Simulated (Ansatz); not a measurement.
## GaSb: how the free axis answers a strain

GaSb, F-43m, a = 6.215 Å. Ansatz: PBE, PAW, 420 eV, Γ-centred 12×12×8 mesh on 4 atoms, Gaussian smearing 0.10 eV; no spin polarisation. Series: uniaxial strain along c, with a, b and atoms relaxed; x is the strain in per cent. The axes a, b, c are those of the computed cell (4.395, 4.395, 6.215 Å), along [1 1 0], [-1 1 0], [0 0 1] of the cell named above. y is the change of a in per cent of 4.395 Å.

| x (%) | y (%) |
| --- | --- |
| -6.0 | 1.99 |
| -4.0 | 1.26 |
| -2.0 | 0.59 |
| 0.0 | 0.00 |
| 2.0 | -0.60 |
| 4.0 | ? |
| 6.0 | -1.60 |

Question: Fit y = c1 x + c2 x² to the other rows, say what c1 measures, and predict the missing y.

Answer: Least squares on the rows shown. y = −0.2982 x + 0.005235 x². So −c1 = 0.298 is Poisson's ratio for this pair of axes. At x = 4.0 the fit asked for gives -1.11 %. The run gave -1.12 %, so the fit is 0.01 % too high, within the rms miss on the fitted rows (0.02 %).